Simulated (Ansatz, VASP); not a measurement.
**NaH: VASP beside Ansatz**

```
Na H
1.0
     0.00000    2.45616    2.45616
     2.45616    0.00000    2.45616
     2.45616    2.45616    0.00000
Na H
1 1
Direct
  0.00000 0.00000 0.00000
  0.50000 0.50000 0.50000
```

Change from the starting cell: volume scaled by 1.02.

Alike in both runs: task single point; functional LDA; k mesh 9 × 9 × 9; occupations fermi-dirac, width 0.05 eV; no spin polarisation.

|  | VASP | Ansatz |
| --- | --- | --- |
| version | VASP 6.6.1 | Ansatz 0.2.0 |
| potentials or method | VASP PAW LDA potentials, release 64 (Na_pv, H), cutoff 520 eV | all-electron LAPW, scalar-relativistic |

Ansatz gave:

| Property | Result |
| --- | --- |
| gap on the k mesh at the Fermi level (eV) | 3.64 |
| least direct gap on the mesh (eV) | 4.37 |
| pressure (GPa) | -2.9 |

Problem. Estimate VASP's values.

Solution. gap on the k mesh at the Fermi level (eV): 3.63; least direct gap on the mesh (eV): 4.37; pressure (GPa): -3.0.

Ansatz ran all-electron here, so the differences hold the error of VASP's frozen core and of both bases.

Caveats: an odd mesh through Γ misses points on the zone boundary, where band edges often lie.
